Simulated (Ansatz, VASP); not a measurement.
BAs: VASP beside Ansatz

The input INCAR:

```
PREC     = Accurate       # precision mode
ENCUT    = 520            # plane-wave cutoff, eV
EDIFF    = 1E-6           # SCF threshold, eV
ISMEAR   = 0              # smearing method
SIGMA    = 0.05           # smearing width, eV
LREAL    = False          # projectors in reciprocal space
LASPH    = True           # aspherical terms in the spheres
NELM     = 100            # most SCF steps
ALGO     = Normal         # electronic algorithm
ISIF     = 2              # what is computed and relaxed
LWAVE    = False          # write WAVECAR
LCHARG   = True           # write CHGCAR
GGA      = RP             # functional
LELF     = True           # ELF
LVHAR    = True
```

File KPOINTS:

```
Automatic mesh
0
Gamma
  10 10 10
```

File POSCAR:

```
BAs
3.3778
    0.000000000000      0.707117058440      0.707117058440
    0.707117058440      0.000000000000      0.707117058440
    0.707117058440      0.707117058440      0.000000000000
As B
1 1
Direct
    0.7500000000      0.7500000000      0.7500000000
    0.0000000000      0.0000000000      0.0000000000
```

File input.yaml:

```yaml
crystal:
  lattice:
    - [0.0, 2.3885, 2.3885]
    - [2.3885, 0.0, 2.3885]
    - [2.3885, 2.3885, 0.0]
  atoms:
    - { symbol: As, position: [0.75, 0.75, 0.75] }
    - { symbol: B, position: [0.0, 0.0, 0.0] }
hamiltonian:
  xc: rpbe
  pseudopotentials: { kind: paw }
kpoints:
  mp_grid: { grid: [10, 10, 10] }
scf:
  occupations: { method: gaussian, width: 0.05 }
output:
  forces: true
  stress: true
  eigenvalues: true
  write_density: true
  write_potential: true
  elf: true
  volumetric_format: npy
```

Alike in both runs: task single point; functional RPBE; k mesh 10 × 10 × 10; occupations gaussian, width 0.05 eV; no spin polarisation.

```csv
,VASP,Ansatz
version,VASP 6.6.1,Ansatz 0.2.0
potentials or method,"VASP PAW PBE potentials, release 64 (As, B)",Ansatz PAW
plane-wave cutoff (eV),520,420
valence electrons in the cell,8,18
```

VASP gave:

- gap on the k mesh at the Fermi level (eV): 1.21
- least direct gap on the mesh (eV): 3.28
- pressure (GPa): 6.0

Q: Estimate Ansatz's values.

A: gap on the k mesh at the Fermi level (eV): 1.22; least direct gap on the mesh (eV): 3.28; pressure (GPa): 5.4.

The functional is the same, so the differences come from potentials, cutoffs and numerics. The two sets of potentials don't hold the same shells in valence.

Caveats: the PAW data sets were made with another functional, which shifts forces and pressure a little (VASP); the PAW data sets come from PBE, with cores solved anew for the run's functional, which leaves a small shift of forces and pressure (Ansatz). A k mesh can miss the band edges. RPBE gaps usually lie below the measured ones, often by a third to a half.
